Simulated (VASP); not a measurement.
Write the native input for VASP 6.6.1 that does the following.

```yaml
Task: single point
Functional: PBE
Potentials_or_basis: VASP PAW PBE potentials, release 64 (Pd)
Cutoff: 520 eV
k_mesh: 12 × 12 × 1
Occupations: gaussian, width 0.1 eV
Spin: no spin polarisation
Dipole_correction: yes
Further_INCAR_settings: ALGO = Fast; EDIFF = 1e-06; NBANDS = 22
```

The structure of Pd lies in POSCAR:

```
Pd
1.0
    2.7875943971      0.0000000000      0.0000000000
   -1.3937971985      2.4141275633      0.0000000000
    0.0000000000      0.0000000000     20.0521225872
Pd
3
Direct
    0.6666666667      0.3333333333      0.1994801290
    0.3333333333      0.6666666667      0.3129873791
    0.0000000000      0.0000000000      0.4264946292
```

The slab is cut from a database's or a generator's crystal, which needn't be the stable form of the element.

The cell isn't the ideal one: the clean substrate in the cell of the map.

These files were run (other wordings do the same):

INCAR

```
PREC     = Accurate       # precision mode
ENCUT    = 520            # plane-wave cutoff, eV
EDIFF    = 1E-6           # SCF threshold, eV
ISMEAR   = 0              # smearing method
SIGMA    = 0.1            # smearing width, eV
LREAL    = False          # projectors in reciprocal space
LASPH    = True           # aspherical terms in the spheres
NELM     = 100            # most SCF steps
ALGO     = Fast           # electronic algorithm
ISIF     = 2              # what is computed and relaxed
LWAVE    = False          # write WAVECAR
LCHARG   = True           # write CHGCAR
LDIPOL   = True         
IDIPOL   = 3            
DIPOL    = 0.5 0.5 0.313
GGA      = PE             # functional
LELF     = True           # ELF
LVHAR    = True         
LVACPOTAV= True         
NBANDS   = 22             # bands
```

KPOINTS

```
regular mesh
0
Gamma
  12 12 1
```

Potentials or basis: VASP PAW PBE potentials, release 64 (Pd).

Command:

```sh
$ cat potpaw_PBE.64/Pd/POTCAR > POTCAR
$ mpirun -np 1 vasp_std > vasp.out
```

It gave:

```yaml
Largest_force: 0.012 eV/Å
Band_gap_on_the_k_mesh: none (metal or under the smearing width)
Work_function_of_the_upper_face: 5.27 eV
Work_function_of_the_lower_face: 5.27 eV
```

Run time: 45 s on 1 thread of Intel(R) Xeon(R) 6975P-C (Granite Rapids), on a shared host, peak memory 0.28 GiB.
